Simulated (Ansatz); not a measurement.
```cif
data_AlSb
_chemical_formula_sum 'Sb1 Al1'
_space_group_name_H-M_alt 'P 1'
_space_group_IT_number 1
_cell_length_a 4.31878
_cell_length_b 4.31878
_cell_length_c 4.31878
_cell_angle_alpha 60.000
_cell_angle_beta 60.000
_cell_angle_gamma 60.000
loop_
_space_group_symop_operation_xyz
  'x, y, z'
loop_
_atom_site_label
_atom_site_type_symbol
_atom_site_fract_x
_atom_site_fract_y
_atom_site_fract_z
_atom_site_occupancy
Sb1 Sb 0.25000 0.25000 0.25000 1
Al1 Al 0.00000 0.00000 0.00000 1
```

Dynamical quadrupoles are not included in the interpolation of the phonons between the solved wave vectors. Spin-orbit coupling is not included. Unless called populations, κ holds the coherence term between modes besides the Boltzmann populations.

Estimate the lattice thermal conductivity at 100 K from the linearised phonon Boltzmann equation (three-phonon plus isotope scattering), LDA density-functional theory in Ansatz (plane waves, PAW) (third-order constants from a 54-atom supercell out to 5.6 Å, harmonic mesh 6×6×6, k mesh 6×6×6, scattering mesh 15×15×15).

κ = 210 W/(m K). Four-phonon, boundary and defect scattering are left out; adding them would lower the computed value.

The PAW data sets were generated under PBE and serve the other functionals too.

Ansatz is a program for electronic structure.
